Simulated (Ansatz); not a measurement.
CaSe:

```
Se Ca
1.0
     0.00000    2.95600    2.95600
     2.95600    0.00000    2.95600
     2.95600    2.95600    0.00000
Se Ca
1 1
Cartesian
  2.9560 2.9560 2.9560
  0.0000 0.0000 0.0000
```

Base run:

| Quantity | Value |
| --- | --- |
| Program | Ansatz 0.2.0 |
| Functional | PBEsol |
| Potentials or basis | all-electron LAPW, scalar-relativistic |
| Cutoff | 171 eV (chosen from the basis error) |
| Basis error allowed | 0.001 eV/atom |
| k mesh | 6 × 6 × 6 |
| Occupations | fermi-dirac, width 0.05 eV |
| Spin | no spin polarisation |

Its results: band gap on the k mesh 1.93 eV, indirect (least direct gap 2.88 eV); pressure -1.1 GPa.

Q: The run is repeated on the same cell with these changes: potentials or basis from all-electron LAPW, scalar-relativistic to all-electron LAPW, relativistic spinors; spin from no spin polarisation to spin-orbit coupling, no magnetisation. What comes out?

A: Band gap on the k mesh 1.80 eV, indirect (least direct gap 2.77 eV); pressure -1.1 GPa.

Spin-orbit coupling splits the band edges, which narrows the gap.
